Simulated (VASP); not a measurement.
# AlN, equation of state: which settings are enough?

AlN, P6_3mc (no. 186), 4 atoms in the cell. PBE; PAW potentials Al, N (PBE set). VASP 6.6.1.

Wanted: equilibrium volume within 0.2 %; bulk modulus within 1 %.

What the run is for: equation of state; Accuracy asked: standard.

The series start from Plane-wave cutoff (eV): 520; k-point mesh: 8 × 8 × 5; Volumes: 5 from 0.92 to 1.08; Precision mode (PREC): Accurate; Electronic threshold (eV): 1e-6; Aspherical gradient terms in the spheres (LASPH): yes; Start of each volume: each volume from scratch. Each series keeps the choices made before it, and each single choice may use up half of a tolerance. Times cover all steps of a run.

## Plane-wave cutoff (eV)

| Plane-wave cutoff (eV) | Equilibrium volume (Å³/atom) | Bulk modulus (GPa) | Time (s) |
|---|---|---|---|
| 320 | 10.71 | 207 | 36 |
| 400 | 10.65 | 193.7 | 44 |
| 460 | 10.64 | 195 | 52 |
| 520 | 10.64 | 194.4 | 74 |
| 600 | 10.64 | 194.6 | 103 |
| 700 | 10.64 | 194.4 | 147 |
| 840 (reference) | 10.64 | 194.4 | 180 |

Chosen: 460, the loosest value from which every tighter one stays within half of the tolerance.

## k-point mesh

| k-point mesh | Equilibrium volume (Å³/atom) | Bulk modulus (GPa) | Time (s) |
|---|---|---|---|
| 3 × 3 × 2 | 10.64 | 197.3 | 23 |
| 4 × 4 × 2 | 10.63 | 194.5 | 32 |
| 4 × 4 × 3 | 10.64 | 195.3 | 34 |
| 5 × 5 × 3 | 10.64 | 195.2 | 33 |
| 7 × 7 × 4 | 10.64 | 195.1 | 58 |
| 8 × 8 × 5 | 10.64 | 195 | 52 |
| 10 × 10 × 6 | 10.64 | 194.8 | 108 |
| 13 × 13 × 7 (reference) | 10.64 | 194.8 | 128 |

Chosen: 4 × 4 × 2.

## Volumes

| Volumes | Equilibrium volume (Å³/atom) | Bulk modulus (GPa) | Time (s) |
|---|---|---|---|
| 5 from 0.88 to 1.12 | 10.64 | 195.4 | 23 |
| 5 from 0.92 to 1.08 | 10.63 | 194.5 | 32 |
| 7 from 0.91 to 1.09 (reference) | 10.64 | 195.1 | 28 |

Chosen: 5 from 0.88 to 1.12.

## Precision mode (PREC)

| Precision mode (PREC) | Equilibrium volume (Å³/atom) | Bulk modulus (GPa) | Time (s) |
|---|---|---|---|
| SingleN | 10.63 | 196 | 13 |
| Normal | 10.63 | 195.8 | 15 |
| Accurate (reference) | 10.64 | 195.4 | 23 |

Chosen: SingleN.

## Electronic threshold (eV)

| Electronic threshold (eV) | Equilibrium volume (Å³/atom) | Bulk modulus (GPa) | Time (s) |
|---|---|---|---|
| 0.001 | 10.63 | 196 | 10 |
| 0.0001 | 10.63 | 196 | 11 |
| 1e-5 | 10.63 | 196 | 12 |
| 1e-6 | 10.63 | 196 | 13 |
| 1e-7 (reference) | 10.63 | 196 | 14 |

Chosen: 0.001.

## Aspherical gradient terms in the spheres (LASPH)

| Aspherical gradient terms in the spheres (LASPH) | Equilibrium volume (Å³/atom) | Bulk modulus (GPa) | Time (s) |
|---|---|---|---|
| yes | 10.63 | 196 | 10 |
| no | 10.63 | 196 | 6.9 |

Chosen: yes; no would be accurate enough too and is faster here.

## Start of each volume

| Start of each volume | Equilibrium volume (Å³/atom) | Bulk modulus (GPa) | Time (s) |
|---|---|---|---|
| each volume from scratch | 10.63 | 196 | 10 |
| orbitals of the volume before (WAVECAR) | 10.63 | 196 | 8.0 |

Chosen: each volume from scratch; no other choice that stays within half of the tolerance saves 30 % of the time.

## All choices together

| Input | Equilibrium volume (Å³/atom) | Bulk modulus (GPa) | Time (s) |
|---|---|---|---|
| the program's defaults (naive) | 10.65 | 196.9 | 11 |
| chosen settings | 10.63 | 196 | 10 |
| reference settings throughout | 10.64 | 194.4 | 459 |

The tolerance is met.

## The input

INCAR:
```
GGA = PE
ISMEAR = 0
SIGMA = 0.03
LWAVE = F
LCHARG = F
ISIF = 2
NSW = 0
PREC = SingleN
LASPH = T
LREAL = F
ALGO = Normal
EDIFF = 0.001
NELM = 120
GGA_COMPAT = F
ENCUT = 460
EFERMI = MIDGAP
```

KPOINTS:
```
Automatic mesh
0
Gamma
  4 4 2
  0 0 0
```

POSCAR.step1:
```
AlN
1.0
    2.9831380030      0.0000000000      0.0000000000
   -1.4915690015      2.5834732936      0.0000000000
    0.0000000000      0.0000000000      4.7732124616
Al N
2 2
Direct
    0.6666666667      0.3333333333      0.5000000000
    0.3333333333      0.6666666667      0.0000000000
    0.6666666667      0.3333333333      0.8800000000
    0.3333333333      0.6666666667      0.3800000000
```

POSCAR.step2:
```
AlN
1.0
    3.0494515564      0.0000000000      0.0000000000
   -1.5247257782      2.6409025155      0.0000000000
    0.0000000000      0.0000000000      4.8793184075
Al N
2 2
Direct
    0.6666666667      0.3333333333      0.5000000000
    0.3333333333      0.6666666667      0.0000000000
    0.6666666667      0.3333333333      0.8800000000
    0.3333333333      0.6666666667      0.3800000000
```

POSCAR.step3:
```
AlN
1.0
    3.1130000000      0.0000000000      0.0000000000
   -1.5565000000      2.6959370820      0.0000000000
    0.0000000000      0.0000000000      4.9810000000
Al N
2 2
Direct
    0.6666666667      0.3333333333      0.5000000000
    0.3333333333      0.6666666667      0.0000000000
    0.6666666667      0.3333333333      0.8800000000
    0.3333333333      0.6666666667      0.3800000000
```

POSCAR.step4:
```
AlN
1.0
    3.1740547162      0.0000000000      0.0000000000
   -1.5870273581      2.7488120173      0.0000000000
    0.0000000000      0.0000000000      5.0786914685
Al N
2 2
Direct
    0.6666666667      0.3333333333      0.5000000000
    0.3333333333      0.6666666667      0.0000000000
    0.6666666667      0.3333333333      0.8800000000
    0.3333333333      0.6666666667      0.3800000000
```

POSCAR.step5:
```
AlN
1.0
    3.2328468278      0.0000000000      0.0000000000
   -1.6164234139      2.7997274794      0.0000000000
    0.0000000000      0.0000000000      5.1727626243
Al N
2 2
Direct
    0.6666666667      0.3333333333      0.5000000000
    0.3333333333      0.6666666667      0.0000000000
    0.6666666667      0.3333333333      0.8800000000
    0.3333333333      0.6666666667      0.3800000000
```

Commands (each step's output is kept before the next begins):
```
cat potpaw_PBE.64/Al/POTCAR potpaw_PBE.64/N/POTCAR > POTCAR
cp POSCAR.step1 POSCAR
mpirun -np 1 vasp_std > vasp.out
cp POSCAR.step2 POSCAR
mpirun -np 1 vasp_std > vasp.out
cp POSCAR.step3 POSCAR
mpirun -np 1 vasp_std > vasp.out
cp POSCAR.step4 POSCAR
mpirun -np 1 vasp_std > vasp.out
cp POSCAR.step5 POSCAR
mpirun -np 1 vasp_std > vasp.out
```

Limits: Every volume keeps the cell's shape and the atoms' fractional positions, so the modulus is that of a clamped cell, stiffer than the relaxed one, above all in layered crystals.

The chosen input took VASP 6.6.1 10 s on 1 core (Intel Xeon Platinum 8259CL @ 2.50GHz (Skylake/Cascade Lake)), a shared host.

## An input that fails: cutoff far too low

It runs to its end, but against the unchanged starting input it is off by 0.14 % in the equilibrium volume, 4.5 % in the bulk modulus.

Changes against the starting input:
```
(all steps)
- PREC = Accurate
- NELM = 120
- ENCUT = 520
+ PREC = Low
+ NELM = 79
+ ENCUT = 240
```
